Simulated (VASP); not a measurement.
A run of VASP 6.6.1 is set up as follows.

Contents of INCAR:

```
PREC = Accurate ; ENCUT = 520
EDIFF = 1E-6 ; ISMEAR = 1
SIGMA = 0.1 ; LREAL = F
LASPH = T ; NELM = 100
ALGO = Fast ; ISIF = 2
LWAVE = F ; LCHARG = F
MAGMOM = 0 0 0 ; LORBIT = 11
LSORBIT = T ; GGA_COMPAT = F
GGA = B5 ; ALDAX = 1.0
AGGAX = 1.0 ; AGGAC = 1.0
ALDAC = 0.0 ; IVDW = 11
VDW_S6 = 1.0 ; VDW_S8 = 1.682
VDW_SR = 1.094 ; VDW_SR8 = 1.0
IBRION = 2 ; NSW = 60
EDIFFG = -0.01
```

Contents of KPOINTS:

```
regular mesh
0
Gamma
  5 5 5
```

Contents of POSCAR:

```
Cs
1.0
    0.0284980000      3.9982250000      3.8334770000
    3.8796440000     -0.0125210000      3.8744960000
    3.9450370000      4.1046360000     -0.0779130000
Cs
1
Cartesian
    0.0000000000      0.0000000000      0.0000000000
```

Potentials or basis: VASP PAW PBE potentials, release 64 (Cs_sv).

Command:

```console
$ cat potpaw_PBE.64/Cs_sv/POTCAR > POTCAR
$ mpirun -np 1 vasp_ncl > vasp.out
```

Problem. What does it give for the dispersion energy per atom?

Solution. -0.245 eV.

Stress tensor (GPa, compression positive):
```
-0.03 -0.07  0.03
-0.07 -0.07  0.09
 0.03  0.09 -0.03
```

Caveat: the relaxation stopped at its first step, so nothing moved; the PAW data sets were made with another functional, which shifts forces and pressure a little.
